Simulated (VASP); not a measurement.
Here is a VASP 6.6.1 calculation.

The input INCAR:

```
SYSTEM = Cu
PREC = Accurate ; ENCUT = 600
EDIFF = 1E-7 ; ISMEAR = 0
SIGMA = 0.1 ; LREAL = .False.
LASPH = .True. ; NELM = 100
ALGO = Fast ; ISIF = 3
LWAVE = .False. ; LCHARG = .False.
GGA = PS ; IBRION = 2
NSW = 90 ; EDIFFG = -0.005
```

Contents of KPOINTS:

```
regular mesh
0
Gamma
  20 20 20
  0 0 0
```

Contents of POSCAR:

```
Cu
1.0
   -1.4427933200      1.4427933200      1.3760814500
    1.4427933200     -1.4427933200      1.3760814500
    1.4427933200      1.4427933200     -1.3760814500
Cu
1
Direct
    0.0000000000      0.0000000000      0.0000000000
```

Potentials or basis: VASP PAW PBE potentials, release 64 (Cu).

Command:

```sh
$ cat potpaw_PBE.64/Cu/POTCAR > POTCAR
$ mpirun -np 1 vasp_std > vasp.out
```

Problem. Estimate the relaxed volume.

Solution. 11.41 Å³/atom.

Problem. Predict the band gap on the k mesh.

Solution. None (metal or under the smearing width).

Final structure:
```cif
data_structure
_symmetry_space_group_name_H-M 'P 1'
_symmetry_Int_Tables_number 1
_cell_length_a 2.4587
_cell_length_b 2.4587
_cell_length_c 2.4587
_cell_angle_alpha 107.847
_cell_angle_beta 107.847
_cell_angle_gamma 112.770
_cell_volume 11.41
loop_
_atom_site_label
_atom_site_type_symbol
_atom_site_fract_x
_atom_site_fract_y
_atom_site_fract_z
_atom_site_occupancy
Cu1 Cu 0.00000 0.00000 0.00000 1
```

Caveat: the PAW data sets were made with another functional, which shifts forces and pressure a little.
